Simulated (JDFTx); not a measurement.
Crystal: FeO (Wuestite).

```xyz
2
Lattice="0.0000 2.1554 2.1554 2.1554 0.0000 2.1554 2.1554 2.1554 0.0000" Properties=species:S:1:pos:R:3 pbc="T T T"
Fe    0.0000    0.0000    0.0000
O     2.1554    2.1554    2.1554
```

| Quantity | Value |
| --- | --- |
| Program | JDFTx 1.7.0 (patched build) |
| Task | relaxation of cell and atoms |
| Functional | PBE |
| Potentials or basis | PseudoDojo-SR-PBE-0.5-standard with smoothed tails |
| Cutoff | 1225 eV |
| Density cutoff | 9796 eV |
| k mesh | 7 × 7 × 7 |
| Occupations | fermi-dirac, width 0.05 eV |
| Spin | no spin polarisation |

At the start: pressure -25.8 GPa; volume 10.01 Å³/atom.

**Question.** How do energy, volume and symmetry change on relaxing?

**Answer.** Over 7 steps the energy falls by 137.3 meV/atom and the volume is 8.54 Å³/atom (-14.7 %); space group Fm-3m (No. 225, to 0.05 Å).

The path:
```tsv
step	energy change (eV)	largest force (eV/Å)	pressure (GPa)	volume (Å³)
1	0.0000	0.0000	-25.78	20.03
2	-0.1171	0.0000	-21.07	19.23
3	-0.2648	0.0000	6.94	16.62
4	-0.2746	0.0000	-0.44	17.12
5	-0.2746	0.0000	-0.03	17.09
6	-0.2746	0.0000	-0.01	17.09
7	-0.2746	0.0000	0.00	17.09
```

Final structure:
```xyz
2
Lattice="0.0000 2.0444 2.0444 2.0444 0.0000 2.0444 2.0444 2.0444 0.0000" Properties=species:S:1:pos:R:3 pbc="T T T"
Fe    0.0000    0.0000    0.0000
O     2.0444    2.0444    2.0444
```

Caveat: the k mesh is coarse (spacing up to 0.36 Å⁻¹), so the values aren't converged; the plane waves are those of the starting cell, so after so large a change of volume the result is rough; the run has no spin polarisation, though such a crystal can be magnetic.
